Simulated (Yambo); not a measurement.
A run of Yambo 5.3.0 is set up as follows.

File gw1.in:

```
gw0
dyson
el_el_corr
rim_cut
HF_and_locXC
ppa
em1d
RandQpts= 1000000
RandGvec= 50 RL
EXXRLvcs= 82 Ry
VXCRLvcs= 82 Ry
Chimod= "HARTREE"
% BndsRnXp
 1 | 109 |
%
NGsBlkXp= 12 Ry
% LongDrXp
 1 | 1 | 1 |
%
PPAPntXp= 27.21138 eV
% GbndRnge
 1 | 109 |
%
GTermKind= "BG"
DysSolver= "n"
ExtendOut
% QPkrange
 1 | 8 | 6 | 14 |
%
```

The input scf.in:

```
&CONTROL
  calculation = 'scf'
  prefix = 'pwscf'
  outdir = './tmp'
  pseudo_dir = './pseudo'
/
&SYSTEM
  ibrav = 0
  nat = 2
  ntyp = 2
  ecutwfc = 82
  nbnd = 15
  occupations = 'smearing'
  smearing = 'fd'
  degauss = 0.00367493
  force_symmorphic = .true.
/
&ELECTRONS
  conv_thr = 4d-10
  electron_maxstep = 120
  mixing_beta = 0.5
/
ATOMIC_SPECIES
W    183.8400 W.upf
C     12.0110 C.upf
CELL_PARAMETERS angstrom
   0.0000000000    2.3021091000    2.3021091000
   2.3021091000    0.0000000000    2.3021091000
   2.3021091000    2.3021091000    0.0000000000
ATOMIC_POSITIONS crystal
W      0.0000000000    0.0000000000    0.0000000000
C      0.7500000000    0.7500000000    0.7500000000
K_POINTS automatic
10 10 10 0 0 0
```

nscf.in

```
&CONTROL
  calculation = 'nscf'
  prefix = 'pwscf'
  outdir = './tmp'
  pseudo_dir = './pseudo'
/
&SYSTEM
  ibrav = 0
  nat = 2
  ntyp = 2
  ecutwfc = 82
  nbnd = 109
  occupations = 'smearing'
  smearing = 'fd'
  degauss = 0.00367493
  force_symmorphic = .true.
/
&ELECTRONS
  conv_thr = 1d-08
  diago_full_acc = .true.
  diago_thr_init = 1d-06
/
ATOMIC_SPECIES
W    183.8400 W.upf
C     12.0110 C.upf
CELL_PARAMETERS angstrom
   0.0000000000    2.3021091000    2.3021091000
   2.3021091000    0.0000000000    2.3021091000
   2.3021091000    2.3021091000    0.0000000000
ATOMIC_POSITIONS crystal
W      0.0000000000    0.0000000000    0.0000000000
C      0.7500000000    0.7500000000    0.7500000000
K_POINTS automatic
4 4 4 0 0 0
```

gw1_1.in

```
gw0
dyson
el_el_corr
rim_cut
HF_and_locXC
ppa
em1d
RandQpts= 1000000
RandGvec= 50 RL
EXXRLvcs= 82 Ry
VXCRLvcs= 82 Ry
Chimod= "HARTREE"
% BndsRnXp
 1 | 109 |
%
NGsBlkXp= 12 Ry
% LongDrXp
 1 | 1 | 1 |
%
PPAPntXp= 27.21138 eV
% GbndRnge
 1 | 109 |
%
GTermKind= "BG"
DysSolver= "n"
ExtendOut
% QPkrange
 1 | 8 | 6 | 14 |
%
GfnQPdb= "E < gw1/ndb.QP"
XfnQPdb= "E < gw1/ndb.QP"
```

Contents of gw1_2.in:

```
gw0
dyson
el_el_corr
rim_cut
HF_and_locXC
ppa
em1d
RandQpts= 1000000
RandGvec= 50 RL
EXXRLvcs= 82 Ry
VXCRLvcs= 82 Ry
Chimod= "HARTREE"
% BndsRnXp
 1 | 109 |
%
NGsBlkXp= 12 Ry
% LongDrXp
 1 | 1 | 1 |
%
PPAPntXp= 27.21138 eV
% GbndRnge
 1 | 109 |
%
GTermKind= "BG"
DysSolver= "n"
ExtendOut
% QPkrange
 1 | 8 | 6 | 14 |
%
GfnQPdb= "E < gw1_1/ndb.QP"
XfnQPdb= "E < gw1_1/ndb.QP"
```

File gw1_3.in:

```
gw0
dyson
el_el_corr
rim_cut
HF_and_locXC
ppa
em1d
RandQpts= 1000000
RandGvec= 50 RL
EXXRLvcs= 82 Ry
VXCRLvcs= 82 Ry
Chimod= "HARTREE"
% BndsRnXp
 1 | 109 |
%
NGsBlkXp= 12 Ry
% LongDrXp
 1 | 1 | 1 |
%
PPAPntXp= 27.21138 eV
% GbndRnge
 1 | 109 |
%
GTermKind= "BG"
DysSolver= "n"
ExtendOut
% QPkrange
 1 | 8 | 6 | 14 |
%
GfnQPdb= "E < gw1_2/ndb.QP"
XfnQPdb= "E < gw1_2/ndb.QP"
```

Potentials or basis: PseudoDojo 0.4.1 SR PBE standard.

Run with:

```sh
$ OMP_NUM_THREADS=1 pw.x -in scf.in > scf.out
$ OMP_NUM_THREADS=1 pw.x -in nscf.in > nscf.out
$ cd tmp/pwscf.save; p2y; mv SAVE ../..; cd ../..
$ OMP_NUM_THREADS=1 yambo
$ mkdir -p gw1; ln -s $PWD/gw0/ndb.RIM gw1/
$ OMP_NUM_THREADS=1 yambo -F gw1.in -J gw1 -C gw1_out
$ mkdir -p gw1_1; ln -s $PWD/gw0/ndb.RIM gw1_1/
$ OMP_NUM_THREADS=1 yambo -F gw1_1.in -J gw1_1 -C gw1_1_out
$ # levels in gw1_1/ndb.QP reset to Eo + Z (Sx + Sc(Eo) - Vxc - shift), the shift holding the valence top or Fermi level at zero
$ mkdir -p gw1_2; ln -s $PWD/gw0/ndb.RIM gw1_2/
$ OMP_NUM_THREADS=1 yambo -F gw1_2.in -J gw1_2 -C gw1_2_out
$ # levels in gw1_2/ndb.QP reset to Eo + Z (Sx + Sc(Eo) - Vxc - shift), the shift holding the valence top or Fermi level at zero
$ mkdir -p gw1_3; ln -s $PWD/gw0/ndb.RIM gw1_3/
$ OMP_NUM_THREADS=1 yambo -F gw1_3.in -J gw1_3 -C gw1_3_out
$ # levels in gw1_3/ndb.QP reset to Eo + Z (Sx + Sc(Eo) - Vxc - shift), the shift holding the valence top or Fermi level at zero
```

(1) Estimate the band gap on the k mesh, mean-field level.

Results:

(1) none (metal or under the smearing width).

Caveat: the k mesh is coarse (spacing up to 0.59 Å⁻¹), so the values aren't converged; the plasmon-pole model is rough for a metal; the ground state has no gap, which makes the many-body step unreliable; between passes the levels were reset to the linearisation about the Kohn-Sham level, since this version mixes two points of expansion; the levels printed in its table differ; this version prints the column dSc/dw multiplied by 27.2; the terminator is approximate in this version, by hundredths of an eV.
